**Stretching and squeezing mercury telluride**

A gigapascal is about ten thousand atmospheres, yet on the scale of chemical bonds it is small. An energy slope of one electronvolt per cubic ångström is a pressure of about 160 GPa, so a few gigapascals correspond to a few hundredths of that slope. A shift of one or two thousandths, made by very few electrons, can therefore show up in a calculated pressure.

The table follows HgTe in the zinc-blende structure, where each atom has four neighbours of the other kind. The cell is scaled evenly, so the angles stay fixed and only the lengths change. Positive pressure means that the crystal pushes outwards and must be held in. Negative pressure means that it must be pulled to keep its size.

Zinc-blende HgTe, computed with Ansatz 0.2.0 using density functional theory (HSE06, PAW, plane waves to 420 eV), without spin polarisation or spin–orbit coupling. The cells are scaled evenly from an r2SCAN geometry and use a 4 × 4 × 4 k mesh and Fermi–Dirac smearing of 0.02 eV. Pressure is positive in compression.

```csv
volume (Å³/atom),shortest distance (Å),pressure (GPa)
32.699,2.769,4.100
32.880,2.774,3.800
34.403,2.817,1.600
35.584,2.848,0.100
36.120,2.863,-0.400
37.762,2.905,-1.900
38.636,2.928,-2.600
39.902,2.959,-3.300
41.134,2.989,-3.900
42.345,3.019,-4.400
```

### (a) Why does the pressure fall more and more slowly as the crystal expands?

Find out whether this is only a matter of geometry, or whether the bonds themselves soften.

**Solution.** Pressure is minus the slope of the energy against volume. It vanishes at the bottom of the energy well, which straight-line interpolation between the rows puts at 35.7 Å³/atom. How fast the pressure changes with volume tells how sharply the well is curved. The usual measure is the bulk modulus, the pressure change divided by the fractional change of volume, with the sign reversed. Taken from row to row with the unrounded pressures of the same calculations, it drops from 58 GPa in the first step to 16 GPa in the last.

The well is thus lopsided, and equal strains in opposite directions make this plain. Shrinking the cell edge by 2.8% from the row at 35.584 Å³/atom raises the pressure by 4.0 GPa. Stretching it by the same 2.8% lowers the pressure by only 2.7 GPa. The crystal resists being squeezed more strongly than being pulled.

Geometry plays some part in this, because volume grows as the cube of the bond length and a given force is spread over a larger area in a larger cell. To take that factor out, let P be the pressure, V the volume per atom and d the shortest Hg–Te distance. The cell has two atoms and four such contacts. When d grows a little, the work done by the pressure is shared among the four contacts, and this gives the force f on each:

4 f = P × (change of cell volume with d) = P × 6V/d, so f = 3PV/(2d).

This assigns the whole response of the crystal to the nearest contacts, which is a way of counting and not a claim that more distant atoms don't matter. A perfect spring would have the same stiffness, force change per length change, in every row. Here the stiffness falls in every step, from 6.6 to 2.5 eV/Å², while the contact lengthens by only 9%. That is a factor of 2.7, against 3.6 for the bulk modulus. The greater part of the softening therefore lies in the bonds, and geometry adds the rest.

Why bonds behave in this way is standard chemistry. Two influences compete along each contact. Filled shells that overlap repel each other, and this repulsion dies away very quickly with distance. The attraction from shared electrons and from the partial charges on Hg and Te reaches further.

The repulsion curves the energy upwards and makes the bond stiff, whereas the attraction curves it downwards and takes stiffness away. As the bond lengthens, the stiffening part fades first, so less and less stiffness is left. If the stretching went on, the crystal would reach a greatest tension that it could bear and then give way. The last row has not reached that point, since the tension is still growing there.

A working rule follows. Near zero pressure the bulk modulus is about 40 GPa, so squeezing out one percent of the volume costs roughly 0.4 GPa. The modulus itself changes by about five gigapascals for each gigapascal of pressure, upwards under compression and downwards under tension. Many solids have a similar ratio, because the same contest between short-ranged repulsion and longer-ranged attraction is at work in them.

### (b) Which step breaks the smooth pattern, and what do the electrons do there?

If bonds soften gradually, the bulk modulus should also change gradually from one step to the next. Look for the place where it doesn't.

**Solution.** The step from 32.880 to 34.403 Å³/atom is too soft. Its bulk modulus is 48 GPa, whereas interpolation between the steps on either side of it gives about 52 GPa. Over a volume change of 4.5%, this difference of 4 GPa amounts to 0.18 GPa. The pressure after the step is higher by that much than a smooth curve would have it.

So small an effect is easily lost in a table rounded to 0.1 GPa, and it needs a control. The step from 36.120 to 37.762 Å³/atom is about as wide, and the same interpolation misses there by only 0.02 GPa. The weak point is the first step of the series, which is so narrow that a small error in pressure changes its bulk modulus noticeably. Carrying the trend back in a straight line from the larger volumes avoids that step and still leaves an excess of 0.13 GPa. This is probably a low value, because the bulk modulus changes faster at smaller volumes.

The runs also carry a warning that their stresses are only loosely converged. The energy differences between neighbouring rows offer a test, and they reproduce the mean pressures to within 0.03 GPa. Loose convergence is therefore unlikely to be the cause. The hybrid functional has not been checked separately for states without a gap, so some caution remains.

The electronic levels change character in just this interval. The two smallest cells have a small gap between filled and empty levels, and from 34.403 Å³/atom onwards the gap is zero. The relevant levels lie at the point called Γ, where the electron wave repeats identically from cell to cell. They are a single level and a group of three with equal energy, which will be called the triplet (the word here counts levels and has nothing to do with spin).

At 34.403 Å³/atom the single level lies 0.08 eV below the triplet and is practically full, while the triplet holds four electrons in six places. At 39.902 Å³/atom the order is the same and the distance has grown to 0.49 eV. In the two smallest cells the order is evidently the reverse, with the triplet almost full and the single level almost empty, 0.14 and 0.12 eV above it. Nearly two electrons at Γ have changed places.

The chemistry of the two kinds of level explains why they cross. The single level is built from s orbitals of Hg and Te in an antibonding combination. The closer the atoms, the stronger the overlap and the higher this level is pushed. The triplet consists mainly of p orbitals of Te and is less sensitive to distance, as expected for a level that bonds with Hg p orbitals but is repelled by the filled Hg 5d shell below it. Measured from the deep Te 4d levels, both sink on expansion from 34.403 to 39.902 Å³/atom, the triplet by 0.38 eV and the single level by 0.79 eV. The s level sinks faster than the p levels and so drops below them.

The result is not an ordinary metal. The cubic symmetry keeps the three p levels together, and with four electrons for six places they can be neither full nor empty. Filled and empty states therefore touch at Γ, however far the crystal is stretched within this series. At the other points where the levels were examined, in two of these cells, filled and empty levels stay apart.

### (c) Can two electrons at one point account for the excess pressure?

Estimate the effect from the movement of the levels, and decide what it means for a real crystal.

**Solution.** An electron in a level that sinks on expansion lowers the energy of the larger cell, and so it pushes outwards. When two electrons move from the triplet to the single level, they follow a level that sinks faster. The pressure should rise a little at the crossing, which is the direction found in part (b).

The size depends on how much Γ counts. The calculation samples the electron waves on a mesh of 4 × 4 × 4 = 64 points, and Γ is one of them. Two electrons there count as 2/64 of an electron per cell. The pressure step is this share times the rate at which the single level sinks relative to the triplet.

Between the two smallest cells the separation shrinks from 0.1377 to 0.1186 eV, while the volume grows by 0.181 Å³ per atom, or 0.362 Å³ per cell. The estimate is then

(2/64) × (0.0191 eV / 0.362 Å³) × 160 GPa per eV/Å³ ≈ 0.26 GPa.

The levels approach each other more steeply here than they move apart later. With the average rate between 34.403 and 39.902 Å³/atom, the same reasoning gives 0.18 GPa.

The excess in part (b) was 0.13 to 0.18 GPa. The slower rate thus comes close, and the faster one overshoots by a factor of about 1.5 to 2. The rate across the crossing itself, from 0.12 eV above to 0.08 eV below, is steeper still and would give 0.33 GPa. Part of that steepness is expected, because with a hybrid functional a level drops as it fills. No better agreement can be expected, because the estimate moves two electrons between levels and ignores how the other electrons adjust. Direction, size and place all fit the exchange of levels. They make it the likely cause, which a calculation with a finer mesh could test.

On a finer mesh the sudden step should shrink. Filled and empty levels trade places outright only at Γ. At points near it the s level mixes with one of the p levels, so the filled level there changes its character gradually as the crystal expands. Only on a coarse mesh does the sudden exchange at Γ carry a weight as large as 1/64. A real crystal would pass through the crossing smoothly, so the irregular step belongs to the sampling more than to HgTe.

The gap in the two smallest cells deserves similar caution. The calculation leaves out spin–orbit coupling, which is strong in heavy atoms and splits the triplet. It raises the upper part by roughly 0.3 eV, a recalled figure that is more than twice the largest gap in the series. With it, the s level would probably lie below the upper p levels even in the smallest cell, and the crossing would move to still smaller volumes.

For practical use, the shape of the curve is more dependable than its absolute position. Real HgTe has roughly 34 Å³ per atom at ordinary pressure, again a recalled figure, whereas the calculated crystal is at rest at 35.7 Å³. At the real volume the calculation would therefore report a pressure of 2 to 3 GPa where there should be almost none. Moreover, real HgTe changes to another structure, that of cinnabar, at about 1.5 GPa (recalled as well). By calculated pressure, the three smallest cells lie beyond that point. Once the offset is allowed for, only the two smallest come near it.
